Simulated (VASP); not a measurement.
# Si (Fd-3m) in VASP: further runs

The runs below take Si through band structure, with PBE, HSE06.

Everything below comes from runs of VASP 6.6.1. Logs are shortened: lines on timing, memory, paths and dates and some standing lists are left out, and cuts for length are marked.

## Step 1: Starting point

Symmetry: Fd-3m, No. 227, cubic system. The conventional cell has a = 5.469 Å, b = 5.469 Å, c = 5.469 Å, α = 90.00°, β = 90.00°, γ = 90.00°. Si (site symmetry -43m) has 4 Si at 2.37 Å as nearest neighbours.

## Step 2: Band structure, PBE

Contents of INCAR:

```
  PREC = Accurate
  ENCUT = 520
  EDIFF = 1E-6
  ISMEAR = 0
  SIGMA = 0.03
  LREAL = False
  LASPH = True
  NELM = 80
  ALGO = Normal
  ISIF = 2
  LWAVE = False
  LCHARG = False
  GGA = PE
  NBANDS = 11
  KPAR = 4
```

Contents of KPOINTS:

```
Automatic mesh
0
Gamma
  6 6 6
```

Contents of POSCAR:

```
Si                                      
1.0
    0.0000000000      2.7342968687      2.7342968687
    2.7342968687      0.0000000000      2.7342968687
    2.7342968687      2.7342968687      0.0000000000
  Si            
     2
Direct
     0.7500000000000000    0.7500000000000000    0.7500000000000000
     0.5000000000000000    0.5000000000000000    0.5000000000000000
```

Contents of KPOINTS_OPT:

```
explicit points
9
Reciprocal
 0.0000000000  0.0000000000  0.0000000000 1
 0.3750000000  0.3750000000  0.7500000000 1
 0.5000000000  0.5000000000  0.5000000000 1
 0.6250000000  0.2500000000  0.6250000000 1
 0.5000000000  0.2500000000  0.7500000000 1
 0.5000000000  0.0000000000  0.5000000000 1
 0.4000000000  0.0000000000  0.4000000000 1
 0.4250000000  0.0000000000  0.4250000000 1
 0.4500000000  0.0000000000  0.4500000000 1
```

Potentials or basis: VASP PAW PBE potentials, release 64 (Si).

Command:

```console
> cat potpaw_PBE.64/Si/POTCAR > POTCAR
> mpirun -np 4 vasp_std > vasp.out
```

OUTCAR:

```text
PREC = Accurate
   ENCUT = 520
   EDIFF = 1E-6
   ISMEAR = 0
   LREAL = False
   LASPH = True
   NELM = 80
   ISIF = 2
   GGA = PE

 ion  position               nearest neighbor table
   1  0.750  0.750  0.750-   2 2.37   2 2.37   2 2.37   2 2.37
   2  0.500  0.500  0.500-   1 2.37   1 2.37   1 2.37   1 2.37

  LATTYP: Found a face centered cubic cell.
 ALAT       =     5.4685937374

  Lattice vectors:

 A1 = (   0.0000000000,   2.7342968687,   2.7342968687)
 A2 = (   2.7342968687,   0.0000000000,   2.7342968687)
 A3 = (   2.7342968687,   2.7342968687,   0.0000000000)

Analysis of symmetry for initial positions (statically):
=====================================================================
 Subroutine PRICEL returns:
 Original cell was already a primitive cell.

 Routine SETGRP: Setting up the symmetry group for a
 face centered cubic supercell.

 Subroutine GETGRP returns: Found 48 space group operations
 (whereof 24 operations were pure point group operations)
 out of a pool of 48 trial point group operations.

The static configuration has the point symmetry T_d .
 The point group associated with its full space group is O_h .

Analysis of symmetry for dynamics (positions and initial velocities):
=====================================================================
 Subroutine PRICEL returns:
 Original cell was already a primitive cell.

 Routine SETGRP: Setting up the symmetry group for a
 face centered cubic supercell.

 Subroutine GETGRP returns: Found 48 space group operations
 (whereof 24 operations were pure point group operations)
 out of a pool of 48 trial point group operations.

The dynamic configuration has the point symmetry T_d .
 The point group associated with its full space group is O_h .

 Subroutine INISYM returns: Found 48 space group operations
 (whereof 24 operations are pure point group operations),
 and found     1 'primitive' translations

----------------------------------------------------------------------------------------

                                     Primitive cell

  volume of cell :      40.8853

  direct lattice vectors                    reciprocal lattice vectors
     0.000000000  2.734296869  2.734296869    -0.182862368  0.182862368  0.182862368
     2.734296869  0.000000000  2.734296869     0.182862368 -0.182862368  0.182862368
     2.734296869  2.734296869  0.000000000     0.182862368  0.182862368 -0.182862368

  length of vectors
     3.866879715  3.866879715  3.866879715     0.316726912  0.316726912  0.316726912

  position of ions in fractional coordinates (direct lattice)
     0.750000000  0.750000000  0.750000000
     0.500000000  0.500000000  0.500000000

  ion indices of the primitive-cell ions
   primitive index   ion index
                 1           1
                 2           2

----------------------------------------------------------------------------------------

 KPOINTS: Automatic mesh

Automatic generation of k-mesh.
 Grid dimensions read from file:
 generate k-points for:    6    6    6

 Generating k-lattice:

  Cartesian coordinates                     Fractional coordinates (reciprocal lattice)
    -0.030477061  0.030477061  0.030477061     0.166666667  0.000000000  0.000000000
     0.030477061 -0.030477061  0.030477061     0.000000000  0.166666667  0.000000000
     0.030477061  0.030477061 -0.030477061     0.000000000  0.000000000  0.166666667

  Length of vectors
     0.052787819  0.052787819  0.052787819

  Shift w.r.t. Gamma in fractional coordinates (k-lattice)
     0.000000000  0.000000000  0.000000000

 Subroutine IBZKPT returns following result:
 ===========================================

 Found     16 irreducible k-points:

 Following reciprocal coordinates:
            Coordinates               Weight
  0.000000  0.000000  0.000000      1.000000
  0.166667  0.000000  0.000000      8.000000
  0.333333  0.000000  0.000000      8.000000
  0.500000  0.000000  0.000000      4.000000
  0.166667  0.166667  0.000000      6.000000
  0.333333  0.166667  0.000000     24.000000
[... 8 lines left out ...]
 -0.333333  0.333333  0.166667     24.000000
 -0.333333  0.500000  0.166667     12.000000
   k-points           NKPTS =     16   k-points in BZ     NKDIM =     16   number of bands    NBANDS=     11
   number of dos      NEDOS =    301   number of ions     NIONS =      2
   total plane-waves  NPLWV =  27000
   dimension x,y,z NGX =    30 NGY =   30 NGZ =   30
   dimension x,y,z NGXF=    60 NGYF=   60 NGZF=   60
   ions per type =               2
   NGX,Y,Z   is equivalent  to a cutoff of  12.90, 12.90, 12.90 a.u.
   NGXF,Y,Z  is equivalent  to a cutoff of  25.80, 25.80, 25.80 a.u.
 SYSTEM =  unknown system
   PREC   = accura    normal or accurate (medium, high low for compatibility)
   ISTART =      0    job   : 0-new  1-cont  2-samecut
   ICHARG =      2    charge: 1-file 2-atom 10-const
   ISPIN  =      1    spin polarized calculation?
   LNONCOLLINEAR =      F non collinear calculations
   LSORBIT =      F    spin-orbit coupling
   LASPH  =      T    aspherical Exc in radial PAW
   ENCUT  =  520.0 eV  38.22 Ry    6.18 a.u.   7.19  7.19  7.19*2*pi/ulx,y,z
   NELM   =     80;   NELMIN=  2; NELMDL= -5     # of ELM steps
   EDIFF  = 0.1E-05   stopping-criterion for ELM
   LREAL  =      F    real-space projection
   EDIFFG = 0.1E-04   stopping-criterion for IOM
   NSW    =      0    number of steps for IOM
   IBRION =     -1    ionic relax: 0-MD 1-quasi-New 2-CG
   NFREE  =      0    steps in history (QN), initial steepest desc. (CG)
   ISIF   =      2    stress and relaxation
   ISYM   =      2    0-nonsym 1-usesym 2-fastsym
   POTIM  = 0.5000    time-step for ionic-motion
   TEBEG  =    0.0;   TEEND  =   0.0 temperature during run
   PSTRESS=    0.0 pullay stress
   NELECT =       8.0000    total number of electrons
   NUPDOWN=      -1.0000    fix difference up-down
   EMIN   =  10.00;   EMAX   =-10.00  energy-range for DOS
   EFERMI =   0.00;   METHOD = LEGACY
   ISMEAR =     0;   SIGMA  =   0.03  broadening in eV -4-tet -1-fermi 0-gaus
   EFERMI_NEDOS =   21; number of points for ismear=-14 and -15
   IALGO  =     38    algorithm
   IMIX   =      4    mixing-type and parameters
     AMIX     =   0.40;   BMIX     =  1.00
     AMIX_MAG =   1.60;   BMIX_MAG =  1.00
  volume/ion in A,a.u.               =      20.44       137.95
  Fermi-wavevector in a.u.,A,eV,Ry     =   0.950421  1.796034 12.290133  0.903299
  Thomas-Fermi vector in A             =   2.078796
   LORBIT       =      0    0 simple, 1 ext, 2 COOP (PROOUT), +10 PAW based schemes
   GGA     = PE    functional components
   LHFCALC =     F    Hartree Fock is set to
   AEXX    =    0.0000 exact exchange contribution
   IVDW    =     0    specifies the selected vdW correction
   LEPSILON=     F    determine dielectric tensor
   LRPA    =     F    only Hartree local field effects (RPA)
 non-spin polarized calculation
 Gauss-broadening in eV      SIGMA  =   0.03
  energy-cutoff  :      520.00
  volume of cell :       40.89
 maximum number of plane-waves:      1113
 NGX is ok and might be reduce to    30
   NGX = 15   NGY = 15   NGZ = 15

 number of electron       8.0000001 magnetization

 Free energy of the ion-electron system (eV)
  ---------------------------------------------------
  ext. energy  EPLUGINS =         0.00000000
  ---------------------------------------------------
  free energy    TOTEN  =       -10.82634170 eV

  energy without entropy =      -10.82634170  energy(sigma->0) =      -10.82634170

 E-fermi :   5.7967     XC(G=0):  -9.3230

 val. band max:        5.6245803194   @ k =   0.0000   0.0000   0.0000
 cond. band min:       6.3728690232   @ k =   0.5000   0.5000   0.0000
 fundamental gap:      0.7482887038
 Fermi energy:         5.7966565559

 k-point     1 :       0.0000    0.0000    0.0000
  band No.  band energies     occupation
      1      -6.1921      2.00000
      2       5.6246      2.00000
      3       5.6246      2.00000
      4       5.6246      2.00000
      5       8.1784      0.00000
      6       8.1784      0.00000
      7       8.1784      0.00000
      8       8.7598      0.00000
      9      13.3299      0.00000
     10      13.3299      0.00000
     11      13.5016      0.00000

 k-point     2 :       0.1667    0.0000    0.0000
  band No.  band energies     occupation
      1      -5.8373      2.00000
      2       3.2606      2.00000
      3       5.1834      2.00000
      4       5.1834      2.00000
      5       7.9089      0.00000
      6       8.8142      0.00000
      7       8.8142      0.00000
      8      10.9038      0.00000
      9      12.7057      0.00000
     10      12.7057      0.00000
     11      14.6243      0.00000

 k-point     3 :       0.3333    0.0000    0.0000
  band No.  band energies     occupation
      1      -4.8417      2.00000
      2       0.3536      2.00000
      3       4.6414      2.00000
      4       4.6414      2.00000
      5       7.3161      0.00000
      6       9.1248      0.00000
      7       9.1248      0.00000
      8      13.4070      0.00000
      9      13.5761      0.00000
     10      13.5761      0.00000
     11      14.6052      0.00000

 k-point     4 :       0.5000    0.0000    0.0000
  band No.  band energies     occupation
      1      -3.9126      2.00000
      2      -1.2461      2.00000
      3       4.4454      2.00000
      4       4.4454      2.00000
      5       7.0902      0.00000
      6       8.9705      0.00000
      7       8.9705      0.00000
      8      13.3240      0.00000
      9      16.1173      0.00000
     10      16.1173      0.00000
     11      16.8096      0.00000

 k-point     5 :       0.1667    0.1667    0.0000
  band No.  band energies     occupation
      1      -5.7165      2.00000
      2       3.5706      2.00000
      3       4.4587      2.00000
      4       4.4587      2.00000
      5       7.3361      0.00000
      6       9.8345      0.00000
      7       9.9243      0.00000
      8       9.9243      0.00000
      9      12.1329      0.00000
     10      13.8600      0.00000
     11      15.2755      0.00000
[... 99 lines left out ...]
 k-point    13 :       0.5000    0.5000    0.0000
  band No.  band energies     occupation
      1      -2.1227      2.00000
      2      -2.1227      2.00000
      3       2.8287      2.00000
      4       2.8287      2.00000
      5       6.3729      0.00000
      6       6.3729      0.00000
      7      15.5604      0.00000
      8      15.5604      0.00000
      9      16.5308      0.00000
     10      16.5308      0.00000
     11      18.0643      0.00000

 k-point    14 :       0.5000    0.3333    0.1667
  band No.  band energies     occupation
      1      -3.9458      2.00000
      2       0.0162      2.00000
      3       2.1322      2.00000
      4       3.3797      2.00000
      5       8.4675      0.00000
      6       9.3416      0.00000
      7       9.8005      0.00000
      8      12.6068      0.00000
      9      14.5279      0.00000
     10      15.4193      0.00000
     11      18.4582      0.00000

 k-point    15 :      -0.3333    0.3333    0.1667
  band No.  band energies     occupation
      1      -2.9853      2.00000
      2      -1.1562      2.00000
      3       1.6977      2.00000
      4       2.9256      2.00000
      5       8.9871      0.00000
      6       9.1407      0.00000
      7      11.6799      0.00000
      8      12.0621      0.00000
      9      13.0916      0.00000
     10      16.6118      0.00000
     11      17.4330      0.00000

 k-point    16 :      -0.3333    0.5000    0.1667
  band No.  band energies     occupation
      1      -2.0094      2.00000
      2      -2.0094      2.00000
      3       2.0622      2.00000
      4       2.0622      2.00000
      5       8.3737      0.00000
      6       8.3737      0.00000
      7      12.3108      0.00000
      8      12.3108      0.00000
      9      16.0731      0.00000
     10      16.0731      0.00000
     11      18.4166      0.00000

------------------------ aborting loop because EDIFF is reached ----------------------------------------

  FORCE on cell =-STRESS in cart. coord.  units (eV):
  Direction    XX          YY          ZZ          XY          YZ          ZX
  --------------------------------------------------------------------------------------
  -------------------------------------------------------------------------------------
  Total        0.0168369      0.0168369      0.0168369      0.0000000     -0.0000000     -0.0000000
  in kB        0.6597893      0.6597893      0.6597893      0.0000000     -0.0000000     -0.0000000
  external PRESSURE =       0.6597893 kB  Pullay stress =       0.0000000 kB

 VOLUME and BASIS-vectors are now :
 -----------------------------------------------------------------------------
  energy-cutoff  :      520.00
  volume of cell :       40.89
      direct lattice vectors                 reciprocal lattice vectors
     0.000000000  2.734296869  2.734296869    -0.182862368  0.182862368  0.182862368
     2.734296869  0.000000000  2.734296869     0.182862368 -0.182862368  0.182862368
     2.734296869  2.734296869  0.000000000     0.182862368  0.182862368 -0.182862368

 POSITION                                       TOTAL-FORCE (eV/Angst)
 -----------------------------------------------------------------------------------
      4.10145      4.10145      4.10145        -0.000000     -0.000000     -0.000000
      2.73430      2.73430      2.73430         0.000000      0.000000      0.000000
 -----------------------------------------------------------------------------------
    total drift:                                0.000000     -0.000000     -0.000000

  FREE ENERGIE OF THE ION-ELECTRON SYSTEM (eV)
  ---------------------------------------------------
  free  energy   TOTEN  =       -10.8263417029 eV

  energy  without entropy=      -10.8263417029  energy(sigma->0) =      -10.82634170
```

Wall time 2.1 s (4 MPI ranks of AMD EPYC 9R45 (Zen 5), shared host); peak memory 0.13 GiB.

Results:

| Property | Result |
| --- | --- |
| Free energy | -10.8263 eV |
| Pressure | 0.1 GPa |
| Band gap on the k mesh | 0.75 eV, indirect (least direct gap 2.55 eV) |
| Band gap along the path | 0.61 eV, indirect (least direct gap 2.55 eV) |

Caveat: the mesh misses the band edges, which the band path finds closer together.

[end of part 1 of 2]
